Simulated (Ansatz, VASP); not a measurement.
BN: VASP beside Ansatz

```
B N
1.0
     2.50400    0.00000    0.00000
    -1.25200    2.16853    0.00000
     0.00000    0.00000    6.66100
B N
2 2
Direct
  0.33333 0.66667 0.25000
  0.66667 0.33333 0.75000
  0.66667 0.33333 0.25000
  0.33333 0.66667 0.75000
```

Alike in both runs: task relaxation of cell and atoms; functional PBE; dispersion D4; k mesh 12 × 12 × 4; no spin polarisation.

|  | VASP | Ansatz |
| --- | --- | --- |
| version | VASP 6.6.1 | Ansatz 0.2.0 |
| potentials or method | VASP PAW PBE potentials, release 64 (B, N) | scalar-relativistic, plane waves, PAW |
| plane-wave cutoff (eV) | 600 | 560 |
| occupations | gaussian, width 0.01 eV | fixed |
| valence electrons in the cell | 16 | 16 |

Ansatz gave:

```
gap on the k mesh at the Fermi level, each at its own relaxed structure (eV) : 4.25
relaxed volume (Å³/atom)                                                     : 8.92
relaxed cell length with the largest relative difference (Å)                 : 6.557
```

**Question.** Estimate VASP's values.

**Answer.** gap on the k mesh at the Fermi level, each at its own relaxed structure (eV): 4.22; relaxed volume (Å³/atom): 8.85; relaxed cell length with the largest relative difference (Å): 6.503.

A k mesh can miss the band edges. As with any semilocal functional, this PBE gap is likely too small.
